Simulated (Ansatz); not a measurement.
# Ag7Br8: the cost of one run

All numbers below are computed with Ansatz 0.2.0 (DFT PBE, plane waves, PAW, scalar-relativistic, no spin polarisation).

### Step 1. Starting point

The cell holds 15 atoms (Ag7Br8): a = 8.344 Å, b = 8.344 Å, c = 8.344 Å, α = 60.00°, β = 60.00°, γ = 60.00°.

Structure file:

```xyz
15
Lattice="0.0000 5.9000 5.9000 5.9000 0.0000 5.9000 5.9000 5.9000 0.0000" Properties=species:S:1:pos:R:3 pbc="T T T"
Ag    0.0000    0.0000    0.0000
Br    2.9500    2.9500    2.9500
Ag    2.9500    2.9500    0.0000
Br    5.9000    5.9000    2.9500
Ag    2.9500    0.0000    2.9500
Br    5.9000    2.9500    5.9000
Ag    5.9000    2.9500    2.9500
Br    8.8500    5.9000    5.9000
Br    2.9500    5.9000    5.9000
Ag    2.9500    5.9000    2.9500
Br    5.9000    8.8500    5.9000
Ag    2.9500    2.9500    5.9000
Br    5.9000    5.9000    8.8500
Ag    5.9000    5.9000    5.9000
Br    8.8500    8.8500    8.8500
```

### Step 2. Run 1

180 steps of 3 fs under a Langevin thermostat at 900 K.

File input.yaml:

```yaml
crystal:
  lattice:
    - [0.0, 5.900026, 5.900026]
    - [5.900026, 0.0, 5.900026]
    - [5.900026, 5.900026, 0.0]
  atoms:
    - { symbol: Ag, position: [0.0, 0.0, 0.0] }
    - { symbol: Br, position: [0.25, 0.25, 0.25] }
    - { symbol: Ag, position: [0.0, 0.0, 0.5] }
    - { symbol: Br, position: [0.25, 0.25, 0.75] }
    - { symbol: Ag, position: [0.0, 0.5, 0.0] }
    - { symbol: Br, position: [0.25, 0.75, 0.25] }
    - { symbol: Ag, position: [0.0, 0.5, 0.5] }
    - { symbol: Br, position: [0.25, 0.75, 0.75] }
    - { symbol: Br, position: [0.75, 0.25, 0.25] }
    - { symbol: Ag, position: [0.5, 0.0, 0.5] }
    - { symbol: Br, position: [0.75, 0.25, 0.75] }
    - { symbol: Ag, position: [0.5, 0.5, 0.0] }
    - { symbol: Br, position: [0.75, 0.75, 0.25] }
    - { symbol: Ag, position: [0.5, 0.5, 0.5] }
    - { symbol: Br, position: [0.75, 0.75, 0.75] }
total_charge: -1
basis:
  ecutwfc: 420.0
kpoints:
  mp_grid: { grid: [1, 1, 1] }
hamiltonian:
  xc: pbe
scf:
  occupations: { method: fermi_dirac, width: 0.05 }
  lower_state_search: "off"
md:
  timestep: 3
  n_steps: 180
  ensemble: nvt_langevin
  temperature: 900.0
  initial_velocities: maxwell_boltzmann
  seed: 149063
  friction: 0.05
```

On the command line:

```
$ ansatz run input.yaml --threads 1 --pin off --max-ram 3072MiB --backend cpu --events-out ev --progress --plain --runs-dir out
```

Q: Estimate wall time and peak memory on 1 thread of Arm Neoverse N1, shared host.

About 17 min, with a peak of 0.52 GiB.
